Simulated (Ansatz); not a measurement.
The system is CuAu.

```
Au Cu
1.0
     2.81075    0.00000    0.00000
     0.00000    2.81075    0.00000
     0.00000    0.00000    3.68500
Au Cu
1 1
Direct
  0.00000 0.00000 0.00000
  0.50000 0.50000 0.50000
```

| Property | Result |
| --- | --- |
| Program | Ansatz 0.2.0 |
| Task | relaxation of cell and atoms |
| Functional | B3LYP |
| Potentials or basis | Ansatz PAW |
| Cutoff | 420 eV (not typed: the program's choice for these potentials) |
| k mesh | 5 × 5 × 4 |
| Occupations | fermi-dirac, width 0.05 eV |
| Spin | no spin polarisation |

At the start: volume 14.56 Å³/atom.

Question: How do energy, volume and symmetry change on relaxing?

Answer: It ends after 6 steps and the volume is 15.65 Å³/atom (+7.5 %); space group P4/mmm (No. 123, to 0.05 Å).

The path:
| step | energy change (eV) | largest force (eV/Å) | volume (Å³) |
| --- | --- | --- | --- |
| 1 | 0.0000 | 0.0000 | 29.11 |
| 2 | -0.0597 | 0.0000 | 31.87 |
| 3 | -0.0644 | 0.0000 | 31.39 |
| 4 | -0.0646 | 0.0000 | 31.31 |
| 5 | -0.0646 | 0.0000 | 31.31 |
| 6 | -0.0664 | 0.0000 | 31.31 |

Final structure:
```
Au Cu
1.0
     2.88359    0.00000    0.00000
     0.00000    2.88359    0.00000
     0.00000    0.00000    3.76531
Au Cu
1 1
Cartesian
  0.0000 0.0000 0.0000
  1.4418 1.4418 1.8827
```

Caveat: the k mesh is coarse (spacing up to 0.45 Å⁻¹), so the values aren't converged, least of all with exact exchange; the plane-wave basis is chosen anew once the cell has moved, so the energies of steps on either side of that aren't comparable; the PAW data sets come from PBE, with cores solved anew for the run's functional, which leaves a small shift of forces and pressure.
